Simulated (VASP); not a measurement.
Crystal: AgBr.

```
Ag Br
1.0
     0.00000    2.83633    2.83633
     2.83633    0.00000    2.83633
     2.83633    2.83633    0.00000
Ag Br
1 1
Direct
  0.00000 0.00000 0.00000
  0.50000 0.50000 0.50000
```

Base run:

* Program: VASP 6.6.1
* Functional: PBE
* Potentials or basis: VASP PAW PBE potentials, release 64 (Ag, Br)
* Cutoff: 520 eV
* k mesh: 8 × 8 × 8
* Occupations: gaussian, width 0.03 eV
* Spin: no spin polarisation

Its results: band gap on the k mesh 0.67 eV, indirect (least direct gap 2.73 eV); pressure 4.2 GPa.

Q: The run is repeated on the same cell with these changes: functional from PBE to LDA; potentials or basis from VASP PAW PBE potentials, release 64 (Ag, Br) to VASP PAW LDA potentials, release 64 (Ag, Br). What comes out?

A: Band gap on the k mesh 0.41 eV, indirect (least direct gap 2.47 eV); pressure -2.6 GPa.
